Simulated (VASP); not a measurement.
Here is a VASP 6.6.1 calculation.

Contents of INCAR:

```
SYSTEM = Be2C
PREC = Accurate
ENCUT = 600
EDIFF = 1E-6
ISMEAR = 0
SIGMA = 0.02
LREAL = .False.
LASPH = .True.
NELM = 60
ALGO = Normal
ISIF = 3
LWAVE = .False.
LCHARG = .False.
GGA = PE
IVDW = 12
IBRION = 2
NSW = 70
EDIFFG = -0.005
```

File KPOINTS:

```
regular mesh
0
Gamma
  12 12 12
  0 0 0
```

POSCAR

```
Be2C
1.0
    0.0000000000      2.1642401185      2.1642401185
    2.1642401185      0.0000000000      2.1642401185
    2.1642401185      2.1642401185      0.0000000000
Be C
2 1
Direct
    0.2500000000      0.2500000000      0.2500000000
    0.7500000000      0.7500000000      0.7500000000
    0.0000000000      0.0000000000      0.0000000000
```

Potentials or basis: VASP PAW PBE potentials, release 64 (Be, C).

The run is started by

```console
$ cat potpaw_PBE.64/Be/POTCAR potpaw_PBE.64/C/POTCAR > POTCAR
$ mpirun -np 1 vasp_std > vasp.out
```

Predict the band gap on the k mesh.

1.17 eV, indirect (least direct gap 4.20 eV).

Estimate the relaxed volume.

6.52 Å³/atom.

Estimate the dispersion energy per atom.

-0.324 eV.

Step by step:
| step | energy change (eV) | largest force (eV/Å) | pressure (GPa) | volume (Å³) |
| --- | --- | --- | --- | --- |
| 1 | 0.0000 | 0.0000 | -7.28 | 20.27 |
| 2 | -0.0161 | 0.0000 | 1.80 | 19.39 |
| 3 | -0.0170 | 0.0000 | 0.02 | 19.55 |

A k mesh can miss the band edges.
